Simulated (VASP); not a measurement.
# Ba (Fd-3m) in VASP: further runs

Runs on Ba. Level: PBEsol. Tasks: single point, relaxation of cell and atoms.

Program: VASP 6.6.1. These are calculated values, not measurements. Logs are shortened: lines on timing, memory, paths and dates and some standing lists are left out, and cuts for length are marked.

## 1. Starting point

The structure is cubic, space group Fd-3m (No. 227). The conventional cell has a = 7.406 Å, b = 7.406 Å, c = 7.406 Å, α = 90.00°, β = 90.00°, γ = 90.00°. Ba (site symmetry -43m) is surrounded by 4 Ba at 3.21 Å.

The cell was built by a generator and needn't be a form met in nature.

## 2. Single point, PBEsol

The input, INCAR:

```
PREC = Accurate
ENCUT = 520
EDIFF = 1E-7
ISMEAR = 1
SIGMA = 0.05
LREAL = F
LASPH = T
NELM = 100
ALGO = Normal
ISIF = 2
LWAVE = F
LCHARG = T
GGA = PS
LELF = T
LVHAR = T
NBANDS = 17
```

The input, KPOINTS:

```
Automatic mesh
0
Gamma
  4 4 4
```

The input, POSCAR:

```
Ba
1.0
    0.0000000000      3.7028382732      3.7028382732
    3.7028382732      0.0000000000      3.7028382732
    3.7028382732      3.7028382732      0.0000000000
Ba
2
Direct
    0.0000000000      0.0000000000      0.0000000000
    0.2500000000      0.2500000000      0.2500000000
```

Potentials or basis: VASP PAW PBE potentials, release 64 (Ba_sv).

Started as:

```
$ cat potpaw_PBE.64/Ba_sv/POTCAR > POTCAR
$ mpirun -np 1 vasp_std > vasp.out
```

OUTCAR:

```text
PREC = Accurate
   ENCUT = 520
   EDIFF = 1E-7
   ISMEAR = 1
   LREAL = F
   LASPH = T
   NELM = 100
   ISIF = 2
   GGA = PS

 ion  position               nearest neighbor table
   1  0.000  0.000  0.000-   2 3.21   2 3.21   2 3.21   2 3.21
   2  0.250  0.250  0.250-   1 3.21   1 3.21   1 3.21   1 3.21

  LATTYP: Found a face centered cubic cell.
 ALAT       =     7.4056765464

  Lattice vectors:

 A1 = (   0.0000000000,   3.7028382732,   3.7028382732)
 A2 = (   3.7028382732,   0.0000000000,   3.7028382732)
 A3 = (   3.7028382732,   3.7028382732,   0.0000000000)

Analysis of symmetry for initial positions (statically):
=====================================================================
 Subroutine PRICEL returns:
 Original cell was already a primitive cell.

 Routine SETGRP: Setting up the symmetry group for a
 face centered cubic supercell.

 Subroutine GETGRP returns: Found 48 space group operations
 (whereof 24 operations were pure point group operations)
 out of a pool of 48 trial point group operations.

The static configuration has the point symmetry T_d .
 The point group associated with its full space group is O_h .

Analysis of symmetry for dynamics (positions and initial velocities):
=====================================================================
 Subroutine PRICEL returns:
 Original cell was already a primitive cell.

 Routine SETGRP: Setting up the symmetry group for a
 face centered cubic supercell.

 Subroutine GETGRP returns: Found 48 space group operations
 (whereof 24 operations were pure point group operations)
 out of a pool of 48 trial point group operations.

The dynamic configuration has the point symmetry T_d .
 The point group associated with its full space group is O_h .

 Subroutine INISYM returns: Found 48 space group operations
 (whereof 24 operations are pure point group operations),
 and found     1 'primitive' translations

----------------------------------------------------------------------------------------

                                     Primitive cell

  volume of cell :     101.5393

  direct lattice vectors                    reciprocal lattice vectors
     0.000000000  3.702838273  3.702838273    -0.135031552  0.135031552  0.135031552
     3.702838273  0.000000000  3.702838273     0.135031552 -0.135031552  0.135031552
     3.702838273  3.702838273  0.000000000     0.135031552  0.135031552 -0.135031552

  length of vectors
     5.236604105  5.236604105  5.236604105     0.233881509  0.233881509  0.233881509

  position of ions in fractional coordinates (direct lattice)
     0.000000000  0.000000000  0.000000000
     0.250000000  0.250000000  0.250000000

  ion indices of the primitive-cell ions
   primitive index   ion index
                 1           1
                 2           2

----------------------------------------------------------------------------------------

 KPOINTS: Automatic mesh

Automatic generation of k-mesh.
 Grid dimensions read from file:
 generate k-points for:    4    4    4

 Generating k-lattice:

  Cartesian coordinates                     Fractional coordinates (reciprocal lattice)
    -0.033757888  0.033757888  0.033757888     0.250000000  0.000000000  0.000000000
     0.033757888 -0.033757888  0.033757888     0.000000000  0.250000000  0.000000000
     0.033757888  0.033757888 -0.033757888     0.000000000  0.000000000  0.250000000

  Length of vectors
     0.058470377  0.058470377  0.058470377

  Shift w.r.t. Gamma in fractional coordinates (k-lattice)
     0.000000000  0.000000000  0.000000000

 Subroutine IBZKPT returns following result:
 ===========================================

 Found      8 irreducible k-points:

 Following reciprocal coordinates:
            Coordinates               Weight
  0.000000  0.000000  0.000000      1.000000
  0.250000  0.000000  0.000000      8.000000
  0.500000  0.000000  0.000000      4.000000
  0.250000  0.250000  0.000000      6.000000
  0.500000  0.250000  0.000000     24.000000
 -0.250000  0.250000  0.000000     12.000000
  0.500000  0.500000  0.000000      3.000000
 -0.250000  0.500000  0.250000      6.000000
   k-points           NKPTS =      8   k-points in BZ     NKDIM =      8   number of bands    NBANDS=     17
   number of dos      NEDOS =    301   number of ions     NIONS =      2
   total plane-waves  NPLWV =  64000
   dimension x,y,z NGX =    40 NGY =   40 NGZ =   40
   dimension x,y,z NGXF=    80 NGYF=   80 NGZF=   80
   ions per type =               2
   NGX,Y,Z   is equivalent  to a cutoff of  12.70, 12.70, 12.70 a.u.
   NGXF,Y,Z  is equivalent  to a cutoff of  25.40, 25.40, 25.40 a.u.
 SYSTEM =  unknown system
   PREC   = accura    normal or accurate (medium, high low for compatibility)
   ISTART =      0    job   : 0-new  1-cont  2-samecut
   ICHARG =      2    charge: 1-file 2-atom 10-const
   ISPIN  =      1    spin polarized calculation?
   LNONCOLLINEAR =      F non collinear calculations
   LSORBIT =      F    spin-orbit coupling
   LASPH  =      T    aspherical Exc in radial PAW
   ENCUT  =  520.0 eV  38.22 Ry    6.18 a.u.   9.74  9.74  9.74*2*pi/ulx,y,z
   NELM   =    100;   NELMIN=  2; NELMDL= -5     # of ELM steps
   EDIFF  = 0.1E-06   stopping-criterion for ELM
   LREAL  =      F    real-space projection
   EDIFFG = 0.1E-05   stopping-criterion for IOM
   NSW    =      0    number of steps for IOM
   IBRION =     -1    ionic relax: 0-MD 1-quasi-New 2-CG
   NFREE  =      0    steps in history (QN), initial steepest desc. (CG)
   ISIF   =      2    stress and relaxation
   ISYM   =      2    0-nonsym 1-usesym 2-fastsym
   POTIM  = 0.5000    time-step for ionic-motion
   TEBEG  =    0.0;   TEEND  =   0.0 temperature during run
   PSTRESS=    0.0 pullay stress
   NELECT =      20.0000    total number of electrons
   NUPDOWN=      -1.0000    fix difference up-down
   EMIN   =  10.00;   EMAX   =-10.00  energy-range for DOS
   EFERMI =   0.00;   METHOD = LEGACY
   ISMEAR =     1;   SIGMA  =   0.05  broadening in eV -4-tet -1-fermi 0-gaus
   EFERMI_NEDOS =   21; number of points for ismear=-14 and -15
   IALGO  =     38    algorithm
   IMIX   =      4    mixing-type and parameters
     AMIX     =   0.40;   BMIX     =  1.00
     AMIX_MAG =   1.60;   BMIX_MAG =  1.00
  volume/ion in A,a.u.               =      50.77       342.61
  Fermi-wavevector in a.u.,A,eV,Ry     =   0.952519  1.799999 12.344450  0.907291
  Thomas-Fermi vector in A             =   2.081089
   LORBIT       =      0    0 simple, 1 ext, 2 COOP (PROOUT), +10 PAW based schemes
   GGA     = PS    functional components
   LHFCALC =     F    Hartree Fock is set to
   AEXX    =    0.0000 exact exchange contribution
   IVDW    =     0    specifies the selected vdW correction
   LEPSILON=     F    determine dielectric tensor
   LRPA    =     F    only Hartree local field effects (RPA)
 non-spin polarized calculation
 Methfessel and Paxton  Order N= 1 SIGMA  =   0.05
  energy-cutoff  :      520.00
  volume of cell :      101.54
 maximum number of plane-waves:      2764
 NGX is ok and might be reduce to    40
   NGX = 19   NGY = 19   NGZ = 19

 number of electron      20.0000001 magnetization

 Free energy of the ion-electron system (eV)
  ---------------------------------------------------
  ext. energy  EPLUGINS =         0.00000000
  ---------------------------------------------------
  free energy    TOTEN  =        -2.38285714 eV

  energy without entropy =       -2.38027973  energy(sigma->0) =       -2.38199801

 E-fermi :   1.9215     XC(G=0):  -8.1044

 val. band max:        1.9082330504   @ k =   0.2500   0.0000   0.0000
 cond. band min:       1.9222704714   @ k =   0.5000   0.0000   0.0000
 fundamental gap:      0.0140374210
 Fermi energy:         1.9214761641

 k-point     1 :       0.0000    0.0000    0.0000
  band No.  band energies     occupation
      1     -27.3981      2.00000
      2     -26.4212      2.00000
      3     -12.9646      2.00000
      4     -12.9646      2.00000
      5     -12.9646      2.00000
      6     -11.4964      2.00000
      7     -11.4964      2.00000
      8     -11.4964      2.00000
      9      -0.1216      2.00000
     10       2.0767     -0.00010
     11       2.0767     -0.00010
     12       3.4447      0.00000
     13       3.4447      0.00000
     14       3.4447      0.00000
     15       5.3151      0.00000
     16       5.3151      0.00000
     17       5.3151      0.00000

 k-point     2 :       0.2500    0.0000    0.0000
  band No.  band energies     occupation
      1     -27.3036      2.00000
      2     -26.5327      2.00000
      3     -13.0669      2.00000
      4     -13.0669      2.00000
      5     -12.9827      2.00000
      6     -11.4407      2.00000
      7     -11.3621      2.00000
      8     -11.3621      2.00000
      9       0.6362      2.00000
     10       1.9082      1.43133
     11       1.9082      1.43133
     12       3.2916      0.00000
     13       3.7011      0.00000
     14       3.8252      0.00000
     15       3.8252      0.00000
     16       5.3197      0.00000
     17       5.3197      0.00000

 k-point     3 :       0.5000    0.0000    0.0000
  band No.  band energies     occupation
      1     -27.1696      2.00000
      2     -26.6836      2.00000
      3     -13.1551      2.00000
      4     -13.1551      2.00000
      5     -13.0126      2.00000
      6     -11.3637      2.00000
      7     -11.2421      2.00000
      8     -11.2421      2.00000
      9       1.7411      2.00000
     10       1.9223      0.97312
     11       2.1957     -0.00000
     12       2.1957     -0.00000
     13       3.0468      0.00000
     14       3.0468      0.00000
     15       4.4110      0.00000
     16       6.5460      0.00000
     17       6.5462      0.00000

 k-point     4 :       0.2500    0.2500    0.0000
  band No.  band energies     occupation
      1     -27.2655      2.00000
      2     -26.5764      2.00000
      3     -13.1805      2.00000
      4     -13.1805      2.00000
      5     -12.7382      2.00000
      6     -11.7256      2.00000
      7     -11.2109      2.00000
      8     -11.2109      2.00000
      9       0.9404      2.00000
     10       1.1913      2.00000
     11       2.6735     -0.00000
     12       3.3672      0.00000
     13       3.4705      0.00000
     14       3.4705      0.00000
     15       4.5745      0.00000
     16       5.2596      0.00000
     17       5.2596      0.00000

 k-point     5 :       0.5000    0.2500    0.0000
  band No.  band energies     occupation
      1     -27.1012      2.00000
      2     -26.7575      2.00000
      3     -13.3465      2.00000
      4     -13.2575      2.00000
      5     -12.5869      2.00000
      6     -11.8229      2.00000
      7     -11.1008      2.00000
      8     -11.0198      2.00000
      9       1.1188      2.00000
     10       1.4821      2.00000
     11       2.5434     -0.00000
     12       2.9213     -0.00000
     13       3.4783      0.00000
     14       3.9880      0.00000
     15       4.9307      0.00000
     16       5.1693      0.00000
     17       5.6988      0.00000

 k-point     6 :      -0.2500    0.2500    0.0000
  band No.  band energies     occupation
      1     -27.1698      2.00000
      2     -26.6833      2.00000
      3     -13.3307      2.00000
      4     -13.1561      2.00000
      5     -12.7339      2.00000
      6     -11.6567      2.00000
      7     -11.2400      2.00000
      8     -11.0548      2.00000
      9       1.1840      2.00000
     10       1.7416      2.00000
     11       1.9769     -0.06613
     12       2.6520     -0.00000
     13       3.6390      0.00000
     14       4.5922      0.00000
     15       4.7539      0.00000
     16       4.8720      0.00000
     17       5.3274      0.00000

 k-point     7 :       0.5000    0.5000    0.0000
  band No.  band energies     occupation
      1     -26.9321      2.00000
      2     -26.9321      2.00000
      3     -13.3482      2.00000
      4     -13.3482      2.00000
      5     -12.2293      2.00000
      6     -12.2293      2.00000
      7     -10.9708      2.00000
      8     -10.9708      2.00000
      9       1.1510      2.00000
     10       1.1510      2.00000
     11       3.0751      0.00000
     12       3.0751      0.00000
     13       4.1609      0.00000
     14       4.1609      0.00000
     15       4.4130      0.00000
     16       4.4130      0.00000
     17       6.8728      0.00000

 k-point     8 :      -0.2500    0.5000    0.2500
  band No.  band energies     occupation
      1     -26.9321      2.00000
      2     -26.9321      2.00000
      3     -13.3637      2.00000
      4     -13.3637      2.00000
      5     -12.1953      2.00000
      6     -12.1953      2.00000
      7     -10.9890      2.00000
      8     -10.9890      2.00000
      9       1.0907      2.00000
     10       1.0907      2.00000
     11       3.1632      0.00000
     12       3.1632      0.00000
     13       4.1236      0.00000
     14       4.1236      0.00000
     15       4.5421      0.00000
     16       4.5421      0.00000
     17       6.9530      0.00000

------------------------ aborting loop because EDIFF is reached ----------------------------------------

  FORCE on cell =-STRESS in cart. coord.  units (eV):
  Direction    XX          YY          ZZ          XY          YZ          ZX
  --------------------------------------------------------------------------------------
  -------------------------------------------------------------------------------------
  Total        0.4058371      0.4058371      0.4058371      0.0000000     -0.0000000      0.0000000
  in kB        6.4036579      6.4036579      6.4036579      0.0000000     -0.0000000      0.0000000
  external PRESSURE =       6.4036579 kB  Pullay stress =       0.0000000 kB

 VOLUME and BASIS-vectors are now :
 -----------------------------------------------------------------------------
  energy-cutoff  :      520.00
  volume of cell :      101.54
      direct lattice vectors                 reciprocal lattice vectors
     0.000000000  3.702838273  3.702838273    -0.135031552  0.135031552  0.135031552
     3.702838273  0.000000000  3.702838273     0.135031552 -0.135031552  0.135031552
     3.702838273  3.702838273  0.000000000     0.135031552  0.135031552 -0.135031552

 POSITION                                       TOTAL-FORCE (eV/Angst)
 -----------------------------------------------------------------------------------
      0.00000      0.00000      0.00000         0.000000      0.000000      0.000000
      1.85142      1.85142      1.85142        -0.000000     -0.000000     -0.000000
 -----------------------------------------------------------------------------------
    total drift:                               -0.000000      0.000000      0.000000

  FREE ENERGIE OF THE ION-ELECTRON SYSTEM (eV)
  ---------------------------------------------------
  free  energy   TOTEN  =        -2.3828571448 eV

  energy  without entropy=       -2.3802797314  energy(sigma->0) =       -2.38199801
```

Wall time 9.7 s (1 thread of Intel Xeon 6975P-C (Granite Rapids), shared host); peak memory 0.23 GiB.

What came out:

```
Free energy            : -2.3829 eV
Pressure               : 0.6 GPa
Band gap on the k mesh : none (metal or under the smearing width)
```

Caveat: the k mesh is coarse (spacing up to 0.37 Å⁻¹), so the values aren't converged; the PAW data sets were made with another functional, which shifts forces and pressure a little. The run has no spin-orbit coupling, so splittings on Ba are missing.

## 3. Relaxation of cell and atoms, PBEsol

This run uses another cell than the first one, of 81.75 Å³/atom, 1.610 times its volume.

The input, INCAR:

```
ALGO     = Normal         # electronic algorithm
EDIFF    = 1E-6           # SCF threshold, eV
EDIFFG   = -0.03          # ionic threshold
ENCUT    = 600            # plane-wave cutoff, eV
GGA      = PS             # functional
IBRION   = 2              # ionic algorithm
ISIF     = 3              # what is computed and relaxed
ISMEAR   = 1              # smearing method
LASPH    = True           # aspherical terms in the spheres
LCHARG   = False          # write CHGCAR
LREAL    = False          # projectors in reciprocal space
LWAVE    = False          # write WAVECAR
NELM     = 100            # most SCF steps
NSW      = 80             # ionic steps
PREC     = Accurate       # precision mode
SIGMA    = 0.05           # smearing width, eV
```

The input, KPOINTS:

```
k-points
0
Gamma
  4 4 4
```

The input, POSCAR:

```
Ba
1.0
    0.0000000000      4.3400000000      4.3400000000
    4.3400000000      0.0000000000      4.3400000000
    4.3400000000      4.3400000000      0.0000000000
Ba
2
Direct
    0.0000000000      0.0000000000      0.0000000000
    0.2500000000      0.2500000000      0.2500000000
```

Potentials or basis: VASP PAW PBE potentials, release 64 (Ba_sv).

Started as:

```
$ cat potpaw_PBE.64/Ba_sv/POTCAR > POTCAR
$ mpirun -np 1 vasp_std > vasp.out
```

Run time: 82 s. Hardware: 1 thread of Intel Xeon 6975P-C (Granite Rapids), shared host; peak memory 0.37 GiB.

It converged, with:

| Quantity | Value |
| --- | --- |
| Free energy | -2.3974 eV |
| Relaxed volume | 54.11 Å³/atom |
| Relaxed cell | a = 5.349 Å, b = 5.349 Å, c = 5.349 Å, α = 60.00°, β = 60.00°, γ = 60.00° |
| Space group after relaxing (to 0.05 Å) | Fd-3m (No. 227) |
| Energy gained by relaxing | 137.1 meV/atom |
| Ionic steps | 8 |
| Pressure after relaxing | -0.1 GPa |
| Band gap on the k mesh | none (metal or under the smearing width) |

Step by step:
```
step  energy change (eV)  largest force (eV/Å)  pressure (GPa)  volume (Å³)
   1              0.0000                0.0000           -0.64       163.49
   2             -0.0277                0.0000           -0.56       155.92
   3             -0.1360                0.0000           -1.09       134.62
   4             -0.2427                0.0000            1.09        98.01
   5             -0.2660                0.0000           -0.50       112.55
   6             -0.2744                0.0000            0.11       107.39
   7             -0.2742                0.0000           -0.10       108.36
   8             -0.2742                0.0000           -0.09       108.22
```

Final structure:
```yaml
crystal:
  lattice:
    - [0.00000, 3.78235, 3.78235]
    - [3.78235, 0.00000, 3.78235]
    - [3.78235, 3.78235, 0.00000]
  atoms:
    - { symbol: Ba, position: [0.00000, 0.00000, 0.00000] }
    - { symbol: Ba, position: [0.25000, 0.25000, 0.25000] }
```

Levels at points of the mesh, in eV from the Fermi level:
| k point | band 7 | band 8 | band 9 | band 10 | band 11 | band 12 | band 13 | band 14 |
| --- | --- | --- | --- | --- | --- | --- | --- | --- |
| (0.00, 0.00, 0.00) | -13.60 | -13.60 | -2.10 | 0.16 | 0.16 | 1.37 | 1.37 | 1.37 |
| (0.50, 0.00, 0.00) | -13.38 | -13.38 | -0.18 | -0.16 | 0.25 | 0.25 | 1.04 | 1.04 |
| (0.50, 0.50, 0.00) | -13.16 | -13.16 | -0.73 | -0.73 | 1.08 | 1.08 | 1.87 | 1.87 |

Caveat: the volume moved by over 15 % at a fixed basis, so the end points are rough; the PAW data sets were made with another functional, which shifts forces and pressure a little.
